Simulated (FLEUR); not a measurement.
PbS under changes of volume

One of the cells (27.435 Å³/atom); the others are scaled copies at fixed shape and fractional positions:

```
Pb S
1.0
     4.08970    0.00000    0.00000
    -2.04485    3.54178    0.00000
     0.00000    0.00000    3.78817
Pb S
1 1
Cartesian
  0.0000 0.0000 0.0000
  2.0448 1.1806 1.8941
```

Measurements of this composition are mostly on another form, of space group No. 225.

* Program: FLEUR MaX-R8.1 (patched build s14)
* Functional: PBE
* Potentials or basis: all-electron
* Basis: FLAPW
* Kmax: 3.8 1/bohr
* k mesh: 8 × 8 × 7
* Occupations: fermi-dirac, width 0.05 eV
* Spin: no spin polarisation

```csv
volume (Å³/atom),energy over the lowest point (meV/atom),gap on the mesh (eV)
25.789,17.57,none
26.338,7.90,none
26.887,2.09,0.13
27.435,0.00,0.21
27.984,1.38,0.29
28.533,?,?
29.082,13.37,0.43
```

**Question.** What does the run at 28.533 Å³/atom give?

**Answer.** Energy over the lowest point 5.91 meV/atom; gap on the mesh 0.36 eV.

Worked out: A Birch-Murnaghan fit of order 3 (a polynomial in V^(-2/3)) to the other rows has its minimum at 27.49 Å³/atom with B0 = V·E''(V) = 50 GPa (rough, since the energies scatter) at fixed shape and positions, which overstates the stiffness. It gives 5.88 meV/atom at 28.533 Å³/atom, against the run's 5.91.

Energies are extrapolated to zero smearing.

Caveats: the plane-wave cutoff is short for the semicore states, which can make moduli rough; spin-orbit coupling is left out, which as a rule narrows the gap of such compounds by several tenths of an eV (some runs); an odd mesh through Γ misses points on the zone boundary, where band edges often lie (some runs).

A gap of «none» marks a metal or a gap under the smearing width.
